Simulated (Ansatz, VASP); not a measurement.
# SnSe: VASP beside Ansatz

```
Sn Se
1.0
     0.00000    3.01000    3.01000
     3.01000    0.00000    3.01000
     3.01000    3.01000    0.00000
Sn Se
1 1
Direct
  0.00000 0.00000 0.00000
  0.50000 0.50000 0.50000
```

Measurements of this composition are mostly on another form, of space group No. 62.

Alike in both runs: task relaxation of cell and atoms; functional PBEsol; dispersion D4; k mesh 8 × 8 × 8; occupations fermi-dirac, width 0.05 eV; no spin polarisation.

|  | VASP | Ansatz |
| --- | --- | --- |
| version | VASP 6.6.1 | Ansatz 0.2.0 |
| potentials or method | VASP PAW PBE potentials, release 64 (Sn_d, Se) | Ansatz PAW |
| plane-wave cutoff (eV) | 600 | 420 |
| valence electrons in the cell | 20 | 30 |

|  | VASP | Ansatz | Ansatz less VASP |
| --- | --- | --- | --- |
| gap on the k mesh at the Fermi level, each at its own relaxed structure (eV) | 0.76 | 0.76 | +0.001 |
| relaxed volume (Å³/atom) | 25.67 | 25.65 | -0.019 |
| relaxed cell length with the largest relative difference (Å) | 4.172 | 4.171 | -0.0010 |
| energy change over the relaxation (meV/atom) | -16 | -17 | -0.6 |

The two sets of potentials don't hold the same shells in valence.

Caveats: spin-orbit coupling is left out, which moves the levels of the heavy elements; the PAW data sets were made with another functional, which shifts forces and pressure a little (VASP); the plane-wave basis is chosen anew once the cell has moved, so the energies of steps on either side of that aren't comparable (Ansatz); the PAW data sets come from PBE, with cores solved anew for the run's functional, which leaves a small shift of forces and pressure (Ansatz). A k mesh can miss the band edges.
